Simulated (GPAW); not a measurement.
A run of GPAW 26.7.0 is set up as follows.

File run.py:

```python
from ase import Atoms
from ase.eos import EquationOfState
from ase.io import Trajectory
from ase.units import GPa
from gpaw import GPAW, PW

atoms = Atoms(['Sn', 'Sn', 'Sn', 'Sn', 'O', 'O', 'O', 'O', 'O', 'O', 'O', 'O'],
              cell=[[5.175256, 0.0, 0.0],
                    [0.0, 5.175256, 0.0],
                    [0.0, 0.0, 5.175256]],
              scaled_positions=[[0.0, 0.0, 0.0],
                                [0.5, 0.0, 0.5],
                                [0.5, 0.5, 0.0],
                                [0.0, 0.5, 0.5],
                                [0.661098, 0.838902, 0.161098],
                                [0.838902, 0.161098, 0.661098],
                                [0.161098, 0.661098, 0.838902],
                                [0.338902, 0.338902, 0.338902],
                                [0.661098, 0.661098, 0.661098],
                                [0.838902, 0.338902, 0.161098],
                                [0.161098, 0.838902, 0.338902],
                                [0.338902, 0.161098, 0.838902]],
              pbc=True)

traj = Trajectory('eos.traj', 'w')
volumes, energies = [], []
for x in [0.94, 0.96, 0.98, 1.0, 1.02, 1.04, 1.06]:
    a = atoms.copy()
    a.set_cell(atoms.cell * x**(1 / 3), scale_atoms=True)
    calc = GPAW(mode=PW(800),
                xc='LDA',
                kpts={'size': (4, 4, 4), 'gamma': True},
                occupations={'name': 'fermi-dirac', 'width': 0.05},
                nbands=81,
                convergence={'density': 1e-05, 'energy': 1e-05},
                maxiter=150,
                txt=f'eos-{x:.2f}.txt')
    a.calc = calc
    energies.append(a.get_potential_energy(force_consistent=True))
    volumes.append(a.get_volume())
    p = -a.get_stress()[:3].mean() / GPa
    calc.write(f'eos-{x:.2f}.gpw')
    traj.write(a)
    print(f'{x:.2f} {volumes[-1]:10.4f} A^3 {energies[-1]:14.6f} eV {p:9.3f} GPa', flush=True)

v0, e0, B = EquationOfState(volumes, energies, eos='birchmurnaghan').fit()
print(f'V0 = {v0:.4f} A^3, E0 = {e0:.6f} eV, B0 = {B / GPa:.2f} GPa')
```

Potentials or basis: the program's PAW data sets (release 1.2.1) made for this functional, pw.

The run is started by

```bash
$ OMP_NUM_THREADS=1 python run.py
```

Q: What does it give for the equilibrium volume?

A: 10.76 Å³/atom (rough: see the caveat).

Q: Predict the bulk modulus at fixed shape and positions.

A: 238 GPa (rough).

Energy against volume, from the lowest point:
```
volume (Å³/atom)  energy (meV/atom)
          10.858               0.00
          11.089               6.48
          11.320              19.07
          11.551              36.93
          11.782              59.46
          12.013              86.02
          12.244             116.10
```

Caveat: the minimum lies outside the volumes run; the cell was scaled at fixed shape and fractional positions, which overstates the stiffness of a crystal with free parameters, most of all of layers and chains.
